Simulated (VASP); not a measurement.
# Zn (Im-3m) in VASP: further runs, part 7 of 7

VASP 6.6.1.

## 118. Equation of state, LDA, 14.99 Å³/atom

File INCAR:

```
PREC = Accurate
ENCUT = 900
EDIFF = 1E-7
ISMEAR = -1
SIGMA = 0.15
LREAL = F
LASPH = T
NELM = 100
ALGO = Normal
ISIF = 2
LWAVE = F
LCHARG = F
ADDGRID = F
```

File KPOINTS:

```
regular mesh
0
Gamma
  11 11 11
```

File POSCAR:

```
Zn
1.0
   -1.5531870578      1.5531870578      1.5531870578
    1.5531870578     -1.5531870578      1.5531870578
    1.5531870578      1.5531870578     -1.5531870578
Zn
1
Direct
    0.0000000000      0.0000000000      0.0000000000
```

Run with:

```sh
$ cat potpaw_LDA.64/Zn/POTCAR > POTCAR
$ mpirun -np 1 vasp_std > vasp.out
```

Run time: 8.8 s. Hardware: 1 thread of Intel Xeon Platinum 8488C (Sapphire Rapids), shared host; peak memory 0.14 GiB.

The run converged, but some of its settings lie outside the range that counts as converged, so its numbers aren't taken as properties of the crystal.

What came out:

```yaml
Free_energy: -1.7625 eV
Pressure: -6.8 GPa
Band_gap_on_the_k_mesh: none (metal or under the smearing width)
```

## 119. Equation of state, LDA, 15.91 Å³/atom

INCAR is that of step 118.

KPOINTS is that of step 118.

File POSCAR:

```
Zn
1.0
   -1.5845730302      1.5845730302      1.5845730302
    1.5845730302     -1.5845730302      1.5845730302
    1.5845730302      1.5845730302     -1.5845730302
Zn
1
Direct
    0.0000000000      0.0000000000      0.0000000000
```

Run with:

```sh
$ cat potpaw_LDA.64/Zn/POTCAR > POTCAR
$ mpirun -np 1 vasp_std > vasp.out
```

Wall time 9.2 s (1 thread of Intel Xeon Platinum 8488C (Sapphire Rapids), shared host); peak memory 0.14 GiB.

These settings aren't checked as converged: the numbers below hold their error.

Results:

| Quantity | Value |
| --- | --- |
| Free energy | -1.7148 eV |
| Pressure | -9.5 GPa |
| Band gap on the k mesh | none (metal or under the smearing width) |

## 120. Equation of state, LDA, 14.99 Å³/atom

INCAR, as its differences from that of step 119:

```diff
@@ -1,3 +1,3 @@
 PREC = Accurate
-ENCUT = 900
+ENCUT = 520
 EDIFF = 1E-7
```

File KPOINTS:

```
regular mesh
0
Gamma
  15 15 15
```

File POSCAR:

```
Zn
1.0
   -1.5531870578      1.5531870578      1.5531870578
    1.5531870578     -1.5531870578      1.5531870578
    1.5531870578      1.5531870578     -1.5531870578
Zn
1
Direct
    0.0000000000      0.0000000000      0.0000000000
```

Potentials or basis: VASP PAW LDA potentials, release 64 (Zn).

Run with:

```sh
$ cat potpaw_LDA.64/Zn/POTCAR > POTCAR
$ mpirun -np 1 vasp_std > vasp.out
```

Wall time 7.6 s (1 thread of Intel Xeon Platinum 8488C (Sapphire Rapids), shared host); peak memory 0.12 GiB.

These settings aren't checked as converged: the numbers below hold their error.

What came out:

| Item | Value |
| --- | --- |
| Free energy | -1.7599 eV |
| Pressure | -6.3 GPa |
| Band gap on the k mesh | none (metal or under the smearing width) |

## 121. Equation of state, LDA, 15.91 Å³/atom

INCAR is that of step 120.

KPOINTS is that of step 120.

File POSCAR:

```
Zn
1.0
   -1.5845730302      1.5845730302      1.5845730302
    1.5845730302     -1.5845730302      1.5845730302
    1.5845730302      1.5845730302     -1.5845730302
Zn
1
Direct
    0.0000000000      0.0000000000      0.0000000000
```

Run with:

```sh
$ cat potpaw_LDA.64/Zn/POTCAR > POTCAR
$ mpirun -np 1 vasp_std > vasp.out
```

Wall time 7.7 s (1 thread of Intel Xeon Platinum 8488C (Sapphire Rapids), shared host); peak memory 0.13 GiB.

These settings aren't checked as converged: the numbers below hold their error.

What came out:

```
Free energy            : -1.7148 eV
Pressure               : -9.1 GPa
Band gap on the k mesh : none (metal or under the smearing width)
```

## 122. Equation of state, LDA, 14.99 Å³/atom

INCAR, as its differences from that of step 121:

```diff
@@ -1,2 +1,2 @@
-PREC = Accurate
+PREC = Low
 ENCUT = 520
```

KPOINTS is that of step 121.

File POSCAR:

```
Zn
1.0
   -1.5531870578      1.5531870578      1.5531870578
    1.5531870578     -1.5531870578      1.5531870578
    1.5531870578      1.5531870578     -1.5531870578
Zn
1
Direct
    0.0000000000      0.0000000000      0.0000000000
```

Run with:

```sh
$ cat potpaw_LDA.64/Zn/POTCAR > POTCAR
$ mpirun -np 1 vasp_std > vasp.out
```

Wall time 3.7 s (1 thread of Intel Xeon Platinum 8488C (Sapphire Rapids), shared host); peak memory 0.11 GiB.

The run converged, but some of its settings lie outside the range that counts as converged, so its numbers aren't taken as properties of the crystal.

What came out:

```yaml
Free_energy: -1.7572 eV
Pressure: -6.9 GPa
Band_gap_on_the_k_mesh: none (metal or under the smearing width)
```

## 123. Equation of state, LDA, 15.91 Å³/atom

INCAR is that of step 122.

KPOINTS is that of step 122.

File POSCAR:

```
Zn
1.0
   -1.5845730302      1.5845730302      1.5845730302
    1.5845730302     -1.5845730302      1.5845730302
    1.5845730302      1.5845730302     -1.5845730302
Zn
1
Direct
    0.0000000000      0.0000000000      0.0000000000
```

Potentials or basis: VASP PAW LDA potentials, release 64 (Zn).

Run with:

```sh
$ cat potpaw_LDA.64/Zn/POTCAR > POTCAR
$ mpirun -np 1 vasp_std > vasp.out
```

Run time: 3.7 s. Hardware: 1 thread of Intel Xeon Platinum 8488C (Sapphire Rapids), shared host; peak memory 0.11 GiB.

The run converged, but some of its settings lie outside the range that counts as converged, so its numbers aren't taken as properties of the crystal.

What came out:

* Free energy: -1.7100 eV
* Pressure: -9.1 GPa
* Band gap on the k mesh: none (metal or under the smearing width)

## 124. Equation of state, LDA, 14.99 Å³/atom

INCAR, as its differences from that of step 123:

```diff
@@ -1,2 +1,2 @@
-PREC = Low
+PREC = Normal
 ENCUT = 520
```

KPOINTS is that of step 123.

File POSCAR:

```
Zn
1.0
   -1.5531870578      1.5531870578      1.5531870578
    1.5531870578     -1.5531870578      1.5531870578
    1.5531870578      1.5531870578     -1.5531870578
Zn
1
Direct
    0.0000000000      0.0000000000      0.0000000000
```

Run with:

```sh
$ cat potpaw_LDA.64/Zn/POTCAR > POTCAR
$ mpirun -np 1 vasp_std > vasp.out
```

Run time: 3.8 s. Hardware: 1 thread of Intel Xeon Platinum 8488C (Sapphire Rapids), shared host; peak memory 0.12 GiB.

These settings aren't checked as converged: the numbers below hold their error.

Results:

```
Free energy            : -1.7598 eV
Pressure               : -6.3 GPa
Band gap on the k mesh : none (metal or under the smearing width)
```

## 125. Equation of state, LDA, 15.91 Å³/atom

INCAR is that of step 124.

KPOINTS is that of step 124.

File POSCAR:

```
Zn
1.0
   -1.5845730302      1.5845730302      1.5845730302
    1.5845730302     -1.5845730302      1.5845730302
    1.5845730302      1.5845730302     -1.5845730302
Zn
1
Direct
    0.0000000000      0.0000000000      0.0000000000
```

Run with:

```sh
$ cat potpaw_LDA.64/Zn/POTCAR > POTCAR
$ mpirun -np 1 vasp_std > vasp.out
```

It took 3.8 s on 1 thread of Intel Xeon Platinum 8488C (Sapphire Rapids), shared host; peak memory 0.12 GiB.

These settings aren't checked as converged: the numbers below hold their error.

Results:

```
Free energy            : -1.7148 eV
Pressure               : -9.1 GPa
Band gap on the k mesh : none (metal or under the smearing width)
```

## 126. Equation of state, LDA, 14.99 Å³/atom

File INCAR:

```
PREC = Accurate
ENCUT = 520
EDIFF = 1E-7
ISMEAR = -1
SIGMA = 0.15
LREAL = Auto
LASPH = T
NELM = 100
ALGO = Normal
ISIF = 2
LWAVE = F
LCHARG = F
ADDGRID = F
```

KPOINTS is that of step 125.

File POSCAR:

```
Zn
1.0
   -1.5531870578      1.5531870578      1.5531870578
    1.5531870578     -1.5531870578      1.5531870578
    1.5531870578      1.5531870578     -1.5531870578
Zn
1
Direct
    0.0000000000      0.0000000000      0.0000000000
```

Potentials or basis: VASP PAW LDA potentials, release 64 (Zn).

Run with:

```sh
$ cat potpaw_LDA.64/Zn/POTCAR > POTCAR
$ mpirun -np 1 vasp_std > vasp.out
```

Wall time 15 s (1 thread of Intel Xeon Platinum 8488C (Sapphire Rapids), shared host); peak memory 0.12 GiB.

The run converged, but some of its settings lie outside the range that counts as converged, so its numbers aren't taken as properties of the crystal.

Results:

| Item | Value |
| --- | --- |
| Free energy | -1.7602 eV |
| Pressure | -6.3 GPa |
| Band gap on the k mesh | none (metal or under the smearing width) |

## 127. Equation of state, LDA, 15.91 Å³/atom

INCAR is that of step 126.

KPOINTS is that of step 126.

File POSCAR:

```
Zn
1.0
   -1.5845730302      1.5845730302      1.5845730302
    1.5845730302     -1.5845730302      1.5845730302
    1.5845730302      1.5845730302     -1.5845730302
Zn
1
Direct
    0.0000000000      0.0000000000      0.0000000000
```

Run with:

```sh
$ cat potpaw_LDA.64/Zn/POTCAR > POTCAR
$ mpirun -np 1 vasp_std > vasp.out
```

Run time: 14 s. Hardware: 1 thread of Intel Xeon Platinum 8488C (Sapphire Rapids), shared host; peak memory 0.12 GiB.

The run converged, but some of its settings lie outside the range that counts as converged, so its numbers aren't taken as properties of the crystal.

What came out:

- Free energy: -1.7151 eV
- Pressure: -9.1 GPa
- Band gap on the k mesh: none (metal or under the smearing width)

## 128. Equation of state, LDA, 14.99 Å³/atom

INCAR, as its differences from that of step 127:

```diff
@@ -2,6 +2,6 @@
 ENCUT = 520
-EDIFF = 1E-7
+EDIFF = 1E-5
 ISMEAR = -1
 SIGMA = 0.15
-LREAL = Auto
+LREAL = F
 LASPH = T
```

KPOINTS is that of step 127.

File POSCAR:

```
Zn
1.0
   -1.5531870578      1.5531870578      1.5531870578
    1.5531870578     -1.5531870578      1.5531870578
    1.5531870578      1.5531870578     -1.5531870578
Zn
1
Direct
    0.0000000000      0.0000000000      0.0000000000
```

Run with:

```sh
$ cat potpaw_LDA.64/Zn/POTCAR > POTCAR
$ mpirun -np 1 vasp_std > vasp.out
```

Wall time 6.3 s (1 thread of Intel Xeon Platinum 8488C (Sapphire Rapids), shared host); peak memory 0.12 GiB.

These settings aren't checked as converged: the numbers below hold their error.

What came out:

```yaml
Free_energy: -1.7599 eV
Pressure: -5.3 GPa
Band_gap_on_the_k_mesh: none (metal or under the smearing width)
```

## 129. Equation of state, LDA, 15.91 Å³/atom

INCAR is that of step 128.

KPOINTS is that of step 128.

File POSCAR:

```
Zn
1.0
   -1.5845730302      1.5845730302      1.5845730302
    1.5845730302     -1.5845730302      1.5845730302
    1.5845730302      1.5845730302     -1.5845730302
Zn
1
Direct
    0.0000000000      0.0000000000      0.0000000000
```

Potentials or basis: VASP PAW LDA potentials, release 64 (Zn).

Run with:

```sh
$ cat potpaw_LDA.64/Zn/POTCAR > POTCAR
$ mpirun -np 1 vasp_std > vasp.out
```

It took 6.4 s on 1 thread of Intel Xeon Platinum 8488C (Sapphire Rapids), shared host; peak memory 0.13 GiB.

These settings aren't checked as converged: the numbers below hold their error.

What came out:

```yaml
Free_energy: -1.7148 eV
Pressure: -8.3 GPa
Band_gap_on_the_k_mesh: none (metal or under the smearing width)
```

## 130. Equation of state, LDA, 14.99 Å³/atom

INCAR, as its differences from that of step 129:

```diff
@@ -1,4 +1,4 @@
 PREC = Accurate
-ENCUT = 520
-EDIFF = 1E-5
+ENCUT = 650
+EDIFF = 1E-7
 ISMEAR = -1
```

KPOINTS is that of step 129.

File POSCAR:

```
Zn
1.0
   -1.5531870578      1.5531870578      1.5531870578
    1.5531870578     -1.5531870578      1.5531870578
    1.5531870578      1.5531870578     -1.5531870578
Zn
1
Direct
    0.0000000000      0.0000000000      0.0000000000
```

Run with:

```sh
$ cat potpaw_LDA.64/Zn/POTCAR > POTCAR
$ mpirun -np 1 vasp_std > vasp.out
```

Run time: 7.9 s. Hardware: 1 thread of Intel Xeon Platinum 8488C (Sapphire Rapids), shared host; peak memory 0.14 GiB.

The run converged, but some of its settings lie outside the range that counts as converged, so its numbers aren't taken as properties of the crystal.

What came out:

```
Free energy            : -1.7597 eV
Pressure               : -6.3 GPa
Band gap on the k mesh : none (metal or under the smearing width)
```

## 131. Equation of state, LDA, 15.91 Å³/atom

INCAR is that of step 130.

KPOINTS is that of step 130.

File POSCAR:

```
Zn
1.0
   -1.5845730302      1.5845730302      1.5845730302
    1.5845730302     -1.5845730302      1.5845730302
    1.5845730302      1.5845730302     -1.5845730302
Zn
1
Direct
    0.0000000000      0.0000000000      0.0000000000
```

Run with:

```sh
$ cat potpaw_LDA.64/Zn/POTCAR > POTCAR
$ mpirun -np 1 vasp_std > vasp.out
```

It took 8.1 s on 1 thread of Intel Xeon Platinum 8488C (Sapphire Rapids), shared host; peak memory 0.14 GiB.

These settings aren't checked as converged: the numbers below hold their error.

Results:

- Free energy: -1.7146 eV
- Pressure: -9.2 GPa
- Band gap on the k mesh: none (metal or under the smearing width)

## 132. Equation of state, LDA, 14.99 Å³/atom

INCAR, as its differences from that of step 131:

```diff
@@ -1,3 +1,3 @@
 PREC = Accurate
-ENCUT = 650
+ENCUT = 460
 EDIFF = 1E-7
```

File KPOINTS:

```
regular mesh
0
Gamma
  18 18 18
```

File POSCAR:

```
Zn
1.0
   -1.5531870578      1.5531870578      1.5531870578
    1.5531870578     -1.5531870578      1.5531870578
    1.5531870578      1.5531870578     -1.5531870578
Zn
1
Direct
    0.0000000000      0.0000000000      0.0000000000
```

Potentials or basis: VASP PAW LDA potentials, release 64 (Zn).

Run with:

```sh
$ cat potpaw_LDA.64/Zn/POTCAR > POTCAR
$ mpirun -np 1 vasp_std > vasp.out
```

It took 11 s on 1 thread of Intel Xeon Platinum 8488C (Sapphire Rapids), shared host; peak memory 0.13 GiB.

These settings aren't checked as converged: the numbers below hold their error.

Results:

```
Free energy            : -1.7598 eV
Pressure               : -6.4 GPa
Band gap on the k mesh : none (metal or under the smearing width)
```

## 133. Equation of state, LDA, 15.91 Å³/atom

INCAR is that of step 132.

KPOINTS is that of step 132.

File POSCAR:

```
Zn
1.0
   -1.5845730302      1.5845730302      1.5845730302
    1.5845730302     -1.5845730302      1.5845730302
    1.5845730302      1.5845730302     -1.5845730302
Zn
1
Direct
    0.0000000000      0.0000000000      0.0000000000
```

Run with:

```sh
$ cat potpaw_LDA.64/Zn/POTCAR > POTCAR
$ mpirun -np 1 vasp_std > vasp.out
```

It took 11 s on 1 thread of Intel Xeon Platinum 8488C (Sapphire Rapids), shared host; peak memory 0.13 GiB.

These settings aren't checked as converged: the numbers below hold their error.

Results:

| Property | Result |
| --- | --- |
| Free energy | -1.7147 eV |
| Pressure | -9.3 GPa |
| Band gap on the k mesh | none (metal or under the smearing width) |

## 134. Equation of state, LDA, 14.99 Å³/atom

INCAR, as its differences from that of step 133:

```diff
@@ -1,3 +1,3 @@
 PREC = Accurate
-ENCUT = 460
+ENCUT = 520
 EDIFF = 1E-7
```

KPOINTS is that of step 133.

File POSCAR:

```
Zn
1.0
   -1.5531870578      1.5531870578      1.5531870578
    1.5531870578     -1.5531870578      1.5531870578
    1.5531870578      1.5531870578     -1.5531870578
Zn
1
Direct
    0.0000000000      0.0000000000      0.0000000000
```

Run with:

```sh
$ cat potpaw_LDA.64/Zn/POTCAR > POTCAR
$ mpirun -np 1 vasp_std > vasp.out
```

It took 12 s on 1 thread of Intel Xeon Platinum 8488C (Sapphire Rapids), shared host; peak memory 0.13 GiB.

These settings aren't checked as converged: the numbers below hold their error.

Results:

| Property | Result |
| --- | --- |
| Free energy | -1.7600 eV |
| Pressure | -6.3 GPa |
| Band gap on the k mesh | none (metal or under the smearing width) |

## 135. Equation of state, LDA, 15.91 Å³/atom

INCAR is that of step 134.

KPOINTS is that of step 134.

File POSCAR:

```
Zn
1.0
   -1.5845730302      1.5845730302      1.5845730302
    1.5845730302     -1.5845730302      1.5845730302
    1.5845730302      1.5845730302     -1.5845730302
Zn
1
Direct
    0.0000000000      0.0000000000      0.0000000000
```

Potentials or basis: VASP PAW LDA potentials, release 64 (Zn).

Run with:

```sh
$ cat potpaw_LDA.64/Zn/POTCAR > POTCAR
$ mpirun -np 1 vasp_std > vasp.out
```

Run time: 12 s. Hardware: 1 thread of Intel Xeon Platinum 8488C (Sapphire Rapids), shared host; peak memory 0.14 GiB.

The run converged, but some of its settings lie outside the range that counts as converged, so its numbers aren't taken as properties of the crystal.

Results:

| Item | Value |
| --- | --- |
| Free energy | -1.7148 eV |
| Pressure | -9.1 GPa |
| Band gap on the k mesh | none (metal or under the smearing width) |
